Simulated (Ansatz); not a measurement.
## Bands of MgF2

```
Mg F
1.0
     4.62130    0.00000    0.00000
     0.00000    4.62130    0.00000
     0.00000    0.00000    3.01590
Mg F
2 4
Direct
  0.00000 0.00000 0.00000
  0.50000 0.50000 0.50000
  0.30280 0.30280 0.00000
  0.19720 0.80280 0.50000
  0.69720 0.69720 0.00000
  0.80280 0.19720 0.50000
```

Atoms are numbered in the order listed.

The cell comes from COD entry 9007534, which wasn't checked; take it as a given geometry.

Method: DFT, PBE, all-electron LAPW, scalar-relativistic in Ansatz 0.2.0.

Settings: a Γ-centred 5×5×7 k mesh, Fermi–Dirac smearing of 0.02 eV, basis error target 1 meV/atom, no spin polarisation.

Points in fractions of the reciprocal vectors of this cell: Γ (0, 0, 0), X (0, 0.5, 0), M (0.5, 0.5, 0), Z (0, 0, 0.5), R (0, 0.5, 0.5), A (0.5, 0.5, 0.5). The path joins them by straight lines in the order Γ–X–M–Γ–Z–R–A–Z–X; legs that retrace an earlier one aren't tabulated. Energies are in eV from the top of the valence band.

Problem. Metal or insulator at this level of theory?

Solution. An insulator or semiconductor: gap 7.23 eV, direct at Γ.

Problem. Tabulate bands 22 to 27, counted from the lowest band of the run, along the path.

Solution. 
| k (1/Å) | point | band 22 | band 23 | band 24 | band 25 | band 26 | band 27 |
| --- | --- | --- | --- | --- | --- | --- | --- |
| 0.00 | Γ | -0.33 | -0.33 | 0.00 | 7.23 | 12.40 | 12.40 |
| 0.10 |  | -0.38 | -0.33 | -0.01 | 7.30 | 12.29 | 12.43 |
| 0.19 |  | -0.51 | -0.35 | -0.05 | 7.49 | 12.01 | 12.53 |
| 0.29 |  | -0.72 | -0.36 | -0.11 | 7.79 | 11.63 | 12.69 |
| 0.39 |  | -0.81 | -0.38 | -0.19 | 8.18 | 11.18 | 12.90 |
| 0.49 |  | -0.86 | -0.40 | -0.27 | 8.63 | 10.68 | 13.15 |
| 0.58 |  | -0.91 | -0.40 | -0.34 | 9.12 | 10.17 | 13.42 |
| 0.68 | X | -0.97 | -0.39 | -0.39 | 9.64 | 9.64 | 13.67 |
| 0.78 |  | -0.97 | -0.40 | -0.40 | 9.68 | 9.68 | 13.59 |
| 0.87 |  | -1.00 | -0.44 | -0.44 | 9.81 | 9.81 | 13.37 |
| 0.97 |  | -1.03 | -0.50 | -0.50 | 10.02 | 10.02 | 13.05 |
| 1.07 |  | -1.08 | -0.57 | -0.57 | 10.29 | 10.29 | 12.67 |
| 1.17 |  | -1.11 | -0.66 | -0.66 | 10.62 | 10.62 | 12.25 |
| 1.26 |  | -1.02 | -0.75 | -0.75 | 10.99 | 10.99 | 11.83 |
| 1.36 | M | -0.97 | -0.81 | -0.81 | 11.38 | 11.38 | 11.42 |
| 1.50 |  | -0.99 | -0.77 | -0.68 | 10.56 | 11.42 | 11.46 |
| 1.63 |  | -1.02 | -0.67 | -0.51 | 9.75 | 11.53 | 11.57 |
| 1.77 |  | -0.91 | -0.56 | -0.35 | 8.98 | 11.70 | 11.74 |
| 1.91 |  | -0.83 | -0.46 | -0.21 | 8.29 | 11.91 | 11.95 |
| 2.05 |  | -0.65 | -0.39 | -0.10 | 7.73 | 12.14 | 12.16 |
| 2.18 |  | -0.42 | -0.34 | -0.03 | 7.36 | 12.32 | 12.33 |
| 2.32 | Γ | -0.33 | -0.33 | 0.00 | 7.23 | 12.40 | 12.40 |
| 2.47 |  | -0.35 | -0.35 | -0.02 | 7.39 | 12.52 | 12.52 |
| 2.62 |  | -0.40 | -0.40 | -0.10 | 7.84 | 12.86 | 12.86 |
| 2.77 |  | -0.48 | -0.48 | -0.22 | 8.50 | 13.36 | 13.36 |
| 2.92 |  | -0.59 | -0.59 | -0.40 | 9.31 | 13.95 | 13.95 |
| 3.07 |  | -0.71 | -0.71 | -0.62 | 10.19 | 13.63 | 14.52 |
| 3.21 |  | -0.88 | -0.82 | -0.82 | 11.12 | 12.90 | 14.96 |
| 3.36 | Z | -1.17 | -0.87 | -0.87 | 12.03 | 12.03 | 15.13 |
| 3.46 |  | -1.14 | -0.87 | -0.87 | 12.06 | 12.06 | 15.11 |
| 3.56 |  | -1.08 | -0.85 | -0.85 | 12.12 | 12.12 | 15.02 |
| 3.65 |  | -1.00 | -0.81 | -0.81 | 12.24 | 12.24 | 14.80 |
| 3.75 |  | -0.92 | -0.76 | -0.76 | 12.40 | 12.40 | 14.48 |
| 3.85 |  | -0.83 | -0.72 | -0.72 | 12.59 | 12.59 | 14.13 |
| 3.95 |  | -0.77 | -0.69 | -0.69 | 12.79 | 12.79 | 13.82 |
| 4.04 | R | -0.75 | -0.68 | -0.68 | 12.89 | 12.89 | 13.68 |
| 4.14 |  | -0.76 | -0.67 | -0.67 | 12.90 | 12.90 | 13.68 |
| 4.24 |  | -0.76 | -0.64 | -0.64 | 12.94 | 12.94 | 13.68 |
| 4.33 |  | -0.75 | -0.60 | -0.60 | 12.99 | 12.99 | 13.69 |
| 4.43 |  | -0.71 | -0.57 | -0.57 | 13.07 | 13.07 | 13.68 |
| 4.53 |  | -0.67 | -0.53 | -0.53 | 13.18 | 13.18 | 13.64 |
| 4.63 |  | -0.64 | -0.50 | -0.50 | 13.31 | 13.31 | 13.57 |
| 4.72 | A | -0.63 | -0.49 | -0.49 | 13.44 | 13.44 | 13.46 |
| 4.86 |  | -0.64 | -0.52 | -0.51 | 13.17 | 13.33 | 13.53 |
| 5.00 |  | -0.69 | -0.58 | -0.56 | 12.88 | 13.05 | 13.77 |
| 5.13 |  | -0.74 | -0.67 | -0.66 | 12.60 | 12.74 | 14.13 |
| 5.27 |  | -0.83 | -0.76 | -0.76 | 12.37 | 12.46 | 14.58 |
| 5.41 |  | -0.97 | -0.83 | -0.83 | 12.19 | 12.23 | 14.98 |
| 5.55 |  | -1.11 | -0.86 | -0.86 | 12.07 | 12.08 | 15.07 |
| 5.68 | Z | -1.17 | -0.87 | -0.87 | 12.03 | 12.03 | 15.13 |
| 5.86 |  | -0.87 | -0.82 | -0.81 | 11.14 | 12.92 | 14.83 |
| 6.04 |  | -0.72 | -0.69 | -0.59 | 10.33 | 13.69 | 14.07 |
| 6.22 |  | -0.61 | -0.61 | -0.39 | 9.67 | 13.05 | 14.21 |
| 6.39 |  | -0.63 | -0.52 | -0.29 | 9.25 | 12.04 | 13.84 |
| 6.57 |  | -0.76 | -0.46 | -0.30 | 9.10 | 11.09 | 13.60 |
| 6.75 |  | -0.90 | -0.42 | -0.35 | 9.24 | 10.28 | 13.54 |
| 6.93 | X | -0.97 | -0.39 | -0.39 | 9.64 | 9.64 | 13.67 |
